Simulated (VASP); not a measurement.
Given:

```
CELL_PARAMETERS angstrom
      1.79302    -3.10560     0.00000
      1.79302     3.10560     0.00000
      0.00000     0.00000     5.78340
ATOMIC_POSITIONS crystal
  In 0.66667 0.33333 0.49985
  In 0.33333 0.66667 0.99985
  N  0.66667 0.33333 0.87915
  N  0.33333 0.66667 0.37915
```

The numbers are results of PBE GGA, VASP's PBE PAW potentials (set 64) (plane waves; VASP), not measurements. Numerical set-up: 520 eV cut-off, 11×11×6 Γ-centred mesh, tetrahedra with Blöchl corrections, potentials In_d N.

The cores are frozen, which limits the accuracy of field gradients.

Task: Give the principal components of the electric field gradient (V/Å²) and the asymmetry η at each nucleus.

Result: 
```csv
atom,Vxx,Vyy,Vzz,η
In1,-5.1,-5.1,10.2,0.00
In2,-5.1,-5.1,10.2,0.00
N3,0.5,0.5,-1.1,0.00
N4,0.5,0.5,-1.1,0.00
```

The compound is InN in the wurtzite structure. It was relaxed first.
